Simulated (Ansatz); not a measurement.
A run of Ansatz 0.2.0 is set up as follows.

The input input.yaml:

```yaml
crystal:
  lattice:
    - [6.33, 0.0, 0.0]
    - [0.0, 3.469, 0.0]
    - [-0.9467947088, 0.0, 13.8276237937]
  atoms:
    - { symbol: Te, position: [0.9437, 0.75, 0.6045] }
    - { symbol: Te, position: [0.0563, 0.25, 0.3955] }
    - { symbol: Te, position: [0.903, 0.25, 0.8514] }
    - { symbol: Te, position: [0.097, 0.75, 0.1486] }
    - { symbol: Te, position: [0.4112, 0.75, 0.8955] }
    - { symbol: Te, position: [0.5888, 0.25, 0.1045] }
    - { symbol: Te, position: [0.4432, 0.25, 0.6484] }
    - { symbol: Te, position: [0.5568, 0.75, 0.3516] }
    - { symbol: Mo, position: [0.8167, 0.75, 0.9926] }
    - { symbol: Mo, position: [0.1833, 0.25, 0.0074] }
    - { symbol: Mo, position: [0.6819, 0.25, 0.4934] }
    - { symbol: Mo, position: [0.3181, 0.75, 0.5066] }
hamiltonian:
  xc: pbe
  pseudopotentials: { kind: paw, partial_waves: polarizable }
kpoints:
  mp_grid: { grid: [4, 8, 2] }
  band_path:
    path:
      - [[0.0, 0.0, 0.0], [0.0, 0.0, 0.5], [-0.4866717952, 0.0, 0.5727927773], [-0.5, 0.0, 0.5], [-0.5, 0.5, 0.5], [-0.5133282048, 0.5, 0.4272072227], [-0.5, 0.5, 0.0], [-0.5, 0.0, 0.0], [-0.5133282048, 0.0, 0.4272072227]]
      - [[-0.4866717952, 0.5, 0.5727927773], [0.0, 0.5, 0.5], [0.0, 0.5, 0.0]]
      - [[0.0, 0.0, 0.5], [0.0, 0.5, 0.5]]
    npoints: 10
scf:
  occupations: { method: fermi_dirac, width: 0.05 }
  n_extra_bands: 30
output:
  forces: true
  stress: true
  eigenvalues: true
  fatbands: false
```

Potentials or basis: Ansatz PAW polarizable.

Command:

```console
$ ansatz run input.yaml --threads 2 --pin off --max-ram 5120MiB --backend cpu --events-out ev --progress --plain --runs-dir out
```

**Question.** What does it give for the band gap on the k mesh?

**Answer.** None (metal or under the smearing width).

**Question.** Estimate the pressure.

**Answer.** 2.5 GPa.

Forces in eV/Å, atoms in the order of the input:
```
Te   0.074  0.000  0.067
Te  -0.074  0.000 -0.067
Te  -0.010  0.000 -0.148
Te   0.010  0.000  0.148
Te   0.057  0.000 -0.028
Te  -0.057  0.000  0.028
Te  -0.018  0.000  0.108
Te   0.018  0.000 -0.108
Mo   0.087  0.000  0.022
Mo  -0.087  0.000 -0.022
Mo  -0.176  0.000  0.031
Mo   0.176  0.000 -0.031
```

Caveat: spin-orbit coupling is left out, which moves the levels of the heavy elements.
